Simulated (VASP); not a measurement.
Si2Mo, 3 atoms in the cell. It takes space group I4/mmm (No. 139, tetragonal). The conventional cell has a = 3.217 Å, b = 3.217 Å, c = 7.668 Å, α = 90.00°, β = 90.00°, γ = 90.00°. Around Si (site symmetry 4mm) lie 1 Si at 2.20 Å and 4 Mo at 2.53 Å. Mo (site symmetry 4/mmm) has 10 Si at 2.53 to 2.73 Å as nearest neighbours.  The cell isn't the ideal one: strained and moved within a subgroup.

```yaml
Program: VASP 6.6.1
Task: single point
Functional: PBEsol
Potentials_or_basis: VASP PAW PBE potentials, release 64 (Si, Mo_sv)
Cutoff: 520 eV
k_mesh: 18 × 18 × 18
Occupations: gaussian, width 0.1 eV
Spin: no spin polarisation
Dipole_correction: no
Further_INCAR_settings: ALGO = Fast; EDIFF = 1e-07; NBANDS = 18
```

Potentials or basis: VASP PAW PBE potentials, release 64 (Si, Mo_sv).

Run with:

```console
$ cat potpaw_PBE.64/Si/POTCAR potpaw_PBE.64/Mo_sv/POTCAR > POTCAR
$ mpirun -np 1 vasp_std > vasp.out
```

Hardware: 1 thread of Intel(R) Xeon(R) 6975P-C (Granite Rapids), on a shared host.

How long does it take, and how much memory?

Wall time 4.6 min on 1 thread of Intel(R) Xeon(R) 6975P-C (Granite Rapids), with other jobs on the host, peak memory 0.46 GiB. Counts: scf iterations 15, k points 480.
